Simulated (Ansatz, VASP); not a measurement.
# Two plane-wave programs on InP

```
CELL_PARAMETERS angstrom
0.00000 2.95198 2.95198
2.95198 0.00000 2.95198
2.95198 2.95198 0.00000
ATOMIC_POSITIONS crystal
In 0.00000 0.00000 0.00000
P 0.75000 0.75000 0.75000
```

The cell is a database's computed one.

Alike in both runs: task single point; functional PBE; k mesh 6 × 6 × 6; occupations gaussian, width 0.1 eV; no spin polarisation.

```csv
,VASP,Ansatz
version,VASP 6.6.1,Ansatz 0.2.0
potentials or method,"VASP PAW PBE potentials, release 64 (In_d, P)","scalar-relativistic, plane waves, PAW"
plane-wave cutoff (eV),520,420
valence electrons in the cell,18,18
```

VASP gave:

| Quantity | Value |
| --- | --- |
| gap on the k mesh at the Fermi level (eV) | 0.59 |
| least direct gap on the mesh (eV) | 0.59 |
| pressure (GPa) | 1.7 |

Which values does Ansatz return?

gap on the k mesh at the Fermi level (eV): 0.59; least direct gap on the mesh (eV): 0.59; pressure (GPa): 1.8.

Caveats: spin-orbit coupling is left out, which moves the levels of the heavy elements. Expect the measured gap to be larger: semilocal functionals such as PBE lack the derivative discontinuity.
